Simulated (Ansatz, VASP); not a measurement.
# KMgF3 in VASP and in Ansatz

```xyz
5
Lattice="3.9859 0.0000 0.0000 0.0000 3.9859 0.0000 0.0000 0.0000 3.9859" Properties=species:S:1:pos:R:3 pbc="T T T"
K     1.9929    1.9929    1.9929
Mg    0.0000    0.0000    0.0000
F     0.0000    0.0000    1.9929
F     1.9929    0.0000    0.0000
F     0.0000    1.9929    0.0000
```

Alike in both runs: task single point; functional revPBE; k mesh 7 × 7 × 7; occupations gaussian, width 0.05 eV; no spin polarisation.

|  | VASP | Ansatz |
| --- | --- | --- |
| version | VASP 6.6.1 | Ansatz 0.2.0 |
| potentials or method | VASP PAW PBE potentials, release 64 (K_sv, Mg, F) | Ansatz PAW |
| plane-wave cutoff (eV) | 520 | 420 |
| valence electrons in the cell | 32 | 40 |

```tsv
	VASP	Ansatz	Ansatz less VASP
gap on the k mesh at the Fermi level (eV)	7.58	7.61	+0.032
least direct gap on the mesh (eV)	7.87	7.90	+0.030
pressure (GPa)	6.7	7.2	+0.48
```

The functional is the same, so the differences come from potentials, cutoffs and numerics. The two sets of potentials don't hold the same shells in valence.

Caveats: the PAW data sets were made with another functional, which shifts forces and pressure a little (VASP); an odd mesh through Γ misses points on the zone boundary, where band edges often lie (VASP); odd divisions of the mesh miss points on the zone boundary, where band edges often lie, so the gap on the mesh can be too wide (Ansatz); the pressure holds a Pulay correction of +0.5 GPa for the finite cutoff (Ansatz); the PAW data sets come from PBE, with cores solved anew for the run's functional, which leaves a small shift of forces and pressure (Ansatz).
